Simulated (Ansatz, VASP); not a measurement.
## C: VASP beside Ansatz

```
C
1.0
     0.00000    1.77562    1.77562
     1.77562    0.00000    1.77562
     1.77562    1.77562    0.00000
C
2
Direct
  0.50000 0.50000 0.50000
  0.75000 0.75000 0.75000
```

Alike in both runs: functional PBEsol; k mesh 10 × 10 × 10; no spin polarisation.

Ansatz relaxed the structure, and its values are those at the end. VASP's run is a single point on that final structure, the one shown.

|  | VASP | Ansatz |
| --- | --- | --- |
| version | VASP 6.6.1 | Ansatz 0.2.0 |
| potentials or method | VASP PAW PBE potentials, release 64 (C) | PAW with Ansatz's default frozen-core files, scalar-relativistic |
| plane-wave cutoff (eV) | 520 | 420 |
| occupations | gaussian, width 0.01 eV | fixed |
| valence electrons in the cell | 8 | 8 |

```tsv
	VASP	Ansatz	Ansatz less VASP
pressure (GPa)	2.1	1.0	-1.12
```

Caveats: the PAW data sets were made with another functional, which shifts forces and pressure a little (VASP).
